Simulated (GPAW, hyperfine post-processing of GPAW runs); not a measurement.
# Cs2NiO2: isotropic lines and sites in a paramagnetic 17O spectrum

Calculated values: DFT, revPBE+U, plane-wave PAW, GPAW setups, collinear spin, scalar-relativistic (GPAW), contact and point-dipole shifts scaled to 298 K with Θ = 0 K (a pure Curie law); spin-only moments, above the ordering temperature.

```
Cs Ni O
1.0
     0.00000   -8.80857    0.00000
     4.40428    0.00000    0.00000
    -2.20214    2.20214    6.79145
Cs Ni O
4 2 4
Cartesian
  2.2021 -2.2021 2.0816
  2.2021 -6.6064 2.0816
  0.0000 -0.0001 4.7098
  0.0000 -4.4044 4.7098
  0.0000 0.0000 0.0000
  0.0000 -4.4043 0.0000
  2.2021 -2.2016 5.0524
  2.2021 -6.6059 5.0524
  0.0000 -0.0005 1.7390
  0.0000 -4.4048 1.7390
```

17O MAS at 9.4 T (54.3 MHz), 62.5 kHz, 298 K; contact and dipolar shift alone, no orbital or quadrupolar part; lines under 1.5 % of the strongest are left out. NMR lines, with heights relative to the strongest:

```tsv
position (ppm)	intensity
-1156.6	2.3
-5.1	31
1146.4	100
2297.9	18
3449.4	7.9
```

**Question.** Which lines are isotropic ones rather than spinning sidebands, and which O atoms give them?

Sidebands are spaced by 1151 ppm (the spinning rate over the resonance of 54.3 MHz). An isotropic line need not be the tallest: it is the area-weighted centre of its own family of sidebands, and the one that stays put when the rate is changed. Isotropic shifts: 1146 ppm for atom 7 and the 3 atoms equivalent to it (bonded to 1 Ni at 1.74 Å), reduced anisotropy 2058 ppm.

[Logs are printed without paths, hosts, clocks, repeated set-up lines and the standing remarks that a program may print on its own settings, such as how far it seeks lower states.]

[Hosts, paths, dates, database ids (printed as entryN), source tags and the programs' standing remarks are cut or masked in the printed files.]
